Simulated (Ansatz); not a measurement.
BN: pressure against volume per atom

All results are calculated (Ansatz 0.2.0). Density functional stress and forces at fixed atoms, pressure and stress positive in compression, spin-unpolarised plane waves.

Cell of the first row (space group P6_3mc, No. 186):
```
cell vectors (Å)
   2.4422     0.0000     0.0000
  -1.2211     2.1150     0.0000
   0.0000     0.0000     4.0395
atoms (fractions of the cell vectors)
B   0.33333  0.66667  0.00062
B   0.66667  0.33333  0.50062
N   0.33333  0.66667  0.37438
N   0.66667  0.33333  0.87438
```

Settings of every row: periodic directions 3; functional r2SCAN; spin orbit no; potentials PAW; wave cutoff 500 eV; k mesh 12x12x6; smearing width 0 eV.

| row | volume per atom (Å³) | pressure (GPa) |
| --- | --- | --- |
| 1 | 5.216 | 59.87 |
| 2 | 5.381 | 42.24 |
| 3 | 5.549 | 26.5 |
| 4 | 5.721 | ? |
| 5 | 5.808 | 6.05 |
| 6 | 5.896 | 0 |
| 7 | 6.074 | -11.06 |
| 8 | 6.257 | -20.85 |
| 9 | 6.443 | -29.48 |
| 10 | 6.632 | -37.06 |

Question: what pressure should row 4 give?

Worked fit of pressure. Take u = (V_r/V)^(2/3) − 1 with V_r = 5.896 Å³ an atom, which is twice the finite (Eulerian) strain; such expansions in the strain, on which the Birch-Murnaghan equation of state is built, carry the rest volume and the bulk modulus. The shown rows have u = 0.08513, 0.06283, 0.04127, 0.01008, 0, -0.01963, -0.03884, -0.05743, -0.07543. Least squares give pressure = −0.008 + 587.21 × u + 1317.1 × u² + 566 × u³ GPa; a parabola predicts inner rows, each left out in turn, worse (root mean square 0.065 against 0.022 GPa). The rows lie off it by -0.01, 0.01, -0.01, 0.00, 0.01, -0.03, 0.01, 0.01, -0.01. The pressure vanishes at u = 0.0000, or V = 5.896 Å³ an atom, and there the bulk modulus with atoms relaxed is B = −V dP/dV = (2/3)(1 + u) dP/du = 392 GPa. The withheld row has u = 0.02029, so the fit gives −0.008 + 587.21 × (0.02029) + 1317.1 × (0.02029)² + 566 × (0.02029)³ = 12.45 GPa.

The calculation gave 12.47 GPa. The fit lies 0.02 GPa (0.021 % of the column's range) below it; its largest miss of a shown row is 0.03 GPa.
